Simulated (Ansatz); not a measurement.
## Pt (hcp): energy against volume

These are results of DFT, RPBE, plane waves (420 eV) with PAW, scalar-relativistic in Ansatz 0.2.0, not measurements. The PAW files were generated under PBE, with cores re-solved for the functional.

The cell is scaled uniformly from the relaxed one, with fractional coordinates and shape fixed. Energies are extrapolated to zero smearing, pressures are those at the given smearing. Magnetic state: spin not included.

A Birch-Murnaghan fit gives V₀ = 16.02 Å³/atom, B₀ = 225 GPa, B₀′ = 5.5.

Task: What are the energy above the minimum and the pressure at 14.763 Å³/atom?

Result: 83.4 meV/atom and 23.57 GPa as computed.

Task: What are the energy above the minimum and the pressure at 15.405 Å³/atom?

Result: 18.3 meV/atom and 10.30 GPa as computed.

Task: What are the energy above the minimum and the pressure at 17.331 Å³/atom?

Result: 63.3 meV/atom and -13.85 GPa as computed.
